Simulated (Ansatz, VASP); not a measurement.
# B2P in VASP and in Ansatz

```
B P
1.0
    -1.50722   -2.61082    0.00065
     0.00921    1.73561   -3.93521
     4.54051   -2.62188   -0.01958
B P
4 2
Direct
  0.35539 0.71127 0.78546
  0.85535 0.71127 0.28542
  0.14462 0.28873 0.71454
  0.64464 0.28875 0.21459
  0.00001 0.99997 0.99999
  0.49998 0.00001 0.49999
```

Change from the starting cell: cell x2, atoms moved at random (sigma 0.05 Å) and cell strained at random (1.5 %), then relaxed without symmetry.

Alike in both runs: functional PBE; k mesh 8 × 8 × 4; occupations gaussian, width 0.2 eV; no spin polarisation.

Ansatz relaxed the structure, and its values are those at the end. VASP's run is a single point on that final structure, the one shown.

|  | VASP | Ansatz |
| --- | --- | --- |
| version | VASP 6.6.1 | Ansatz 0.2.0 |
| potentials or method | VASP PAW PBE potentials, release 64 (B, P) | scalar-relativistic, plane waves, PAW |
| plane-wave cutoff (eV) | 520 | 420 |
| valence electrons in the cell | 22 | 22 |

```csv
,VASP,Ansatz,Ansatz less VASP
gap on the k mesh at the Fermi level (eV),none,none,-
pressure (GPa),-0.2,0.0,+0.18
rms of the force components (eV/Å),0.008,0.002,-0.0056
```

A gap of «none» marks a metal or a gap that the smearing closes.
